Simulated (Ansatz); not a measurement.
Space group I4/m (No. 87). a = 6.865 Å, b = 6.865 Å, c = 4.264 Å, α = 90.00°, β = 90.00°, γ = 90.00°
```csv
atom,site,symmetry,x,y,z
Ta,8h,m..,0.1056,0.7171,0.5000
N,2b,4/m..,0.0000,0.0000,0.5000
N,8h,m..,0.8085,0.5917,0.5000
```

Equation of state of this Ta4N5 structure (not necessarily the ground state), with shape and atoms relaxed at each volume where symmetry leaves them free. It has no gap at any of these volumes. These are results of Ansatz 0.2.0, DFT r2SCAN, scalar-relativistic, plane waves, PAW, not measurements.

Cutoff 500 eV; k points 10×10×10 on the computed 9-atom cell (Γ-centred); Gaussian smearing, width 0.10 eV; no spin polarisation.

```json
{"V (Å³/atom)": "9.825", "E − E(largest V) (meV/atom)": "102.20", "P (GPa)": "51.50"}
{"V (Å³/atom)": "10.160", "E − E(largest V) (meV/atom)": "11.66", "P (GPa)": "35.53"}
{"V (Å³/atom)": "10.495", "E − E(largest V) (meV/atom)": "-47.89", "P (GPa)": "21.82"}
{"V (Å³/atom)": "10.830", "E − E(largest V) (meV/atom)": "-80.87", "P (GPa)": "10.06"}
{"V (Å³/atom)": "11.165", "E − E(largest V) (meV/atom)": "-91.08", "P (GPa)": "0.00"}
{"V (Å³/atom)": "11.500", "E − E(largest V) (meV/atom)": "-81.82", "P (GPa)": "-8.60"}
{"V (Å³/atom)": "11.835", "E − E(largest V) (meV/atom)": "-55.96", "P (GPa)": "-15.91"}
{"V (Å³/atom)": "12.281", "E − E(largest V) (meV/atom)": "0.00", "P (GPa)": "-23.92"}
```

Question: Fit a third-order Birch–Murnaghan equation to E(V).

Answer: V0 = 11.17 Å³/atom, B0 = 309 GPa, B0' = 4.2.

Spin-orbit coupling is left out, which matters for the bands of heavy elements.